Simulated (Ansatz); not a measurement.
LiH (rocksalt), relaxed with r2SCAN in the plane-wave code Ansatz. The symmetry is Fm-3m (No. 225, cubic); conventional cell a = 4.006 Å, 8.04 Å³ an atom. Li is surrounded by 6 H at 2.00 Å; H is surrounded by 6 Li at 2.00 Å.

The axes x, y and z are those of this cell:
```
CELL_PARAMETERS angstrom
0.00000 2.00299 2.00299
2.00299 0.00000 2.00299
2.00299 2.00299 0.00000
ATOMIC_POSITIONS crystal
Li 0.00000 0.00000 0.00000
H 0.50000 0.50000 0.50000
```

Unstrained: PBE gives a direct gap of 2.984 eV at X. The r2SCAN gap is direct at X: 3.630 eV. The HSE06 gap is direct at X: 3.971 eV. Meshes: PBE 10×10×10, r2SCAN 10×10×10, HSE06 8×8×8. Strains are changes of length per length. After each strain the atoms were relaxed again with r2SCAN in this cell and within any symmetry left, so distortions that break it or need a larger cell weren't tested; points keep the names that they have in the unstrained zone. No spin polarisation and no zero-point or thermal motion.

**Question.** One strain changed the r2SCAN stress by xx +3.84, yy +3.84, zz +3.84 GPa (compression positive) and the gap by -0.076 eV (PBE), -0.064 eV (r2SCAN), -0.062 eV (HSE06). Which kind of strain was it, and roughly how large?

**Answer.** Isotropic -3.0 % on every length. The pattern of the stress gives the kind; the size needs the stiffness, so it is an estimate.

**Question.** Estimate what uniaxial +1.5 % along [111], other directions held does to the gap.

**Answer.** PBE: the gap goes from 2.984 to 2.995 eV (+0.011 eV). r2SCAN: the gap goes from 3.630 to 3.639 eV (+0.009 eV). HSE06: the gap goes from 3.971 to 3.979 eV (+0.008 eV). The r2SCAN energy rises by 0.6 meV an atom.

**Question.** For epitaxial +1.0 % in the xy plane, how far does the free direction move, and what happens to the gap?

**Answer.** The normal strain at zero normal stress is -0.32 %, 0.32 of the in-plane strain with the sign turned. PBE: the gap goes from 2.984 to 2.872 eV (-0.112 eV); it turns from direct (X) to indirect (X → X [(1/2, 0, 1/2)]); the X points, equivalent before, split by 100 meV, and the valence top lies at those like (1/2, 1/2, 0); the X points, equivalent before, split by 176 meV, and the conduction bottom lies at those like (1/2, 0, 1/2). r2SCAN: the gap goes from 3.630 to 3.512 eV (-0.118 eV); the edges move from X to X → X [(1/2, 0, 1/2)]; the X points, equivalent before, split by 102 meV, and the valence top lies at those like (1/2, 1/2, 0); the X points, equivalent before, split by 183 meV, and the conduction bottom lies at those like (1/2, 0, 1/2). HSE06: the gap goes from 3.971 to 3.847 eV (-0.123 eV); the edges move from X to X → X [(1/2, 0, 1/2)]; the X points, equivalent before, split by 110 meV, and the valence top lies at those like (1/2, 1/2, 0); the X points, equivalent before, split by 184 meV, and the conduction bottom lies at those like (1/2, 0, 1/2).

**Question.** Apply uniaxial +0.5 % along z, other directions held. How far does the gap move, against the unstrained cell?

**Answer.** PBE: the gap goes from 2.984 to 2.930 eV (-0.053 eV); it turns from direct (X) to indirect (X → X [(1/2, 1/2, 0)]); the X points, equivalent before, split by 39 meV, and the valence top lies at those like (1/2, 0, 1/2); the X points, equivalent before, split by 67 meV, and the conduction bottom lies at those like (1/2, 1/2, 0); least and direct gap lie within 0.04 eV, so its kind isn't settled. r2SCAN: the gap goes from 3.630 to 3.574 eV (-0.056 eV); the edges move from X to X → X [(1/2, 1/2, 0)]; the X points, equivalent before, split by 39 meV, and the valence top lies at those like (1/2, 0, 1/2); the X points, equivalent before, split by 69 meV, and the conduction bottom lies at those like (1/2, 1/2, 0); least and direct gap lie within 0.04 eV, so its kind isn't settled. HSE06: the gap goes from 3.971 to 3.913 eV (-0.057 eV); the edges move from X to X → X [(1/2, 1/2, 0)]; the X points, equivalent before, split by 42 meV, and the valence top lies at those like (1/2, 0, 1/2); the X points, equivalent before, split by 70 meV, and the conduction bottom lies at those like (1/2, 1/2, 0). The r2SCAN energy rises by 0.1 meV an atom.

The meshes of the hybrids are coarse, so their gaps aren't converged to the digits shown.
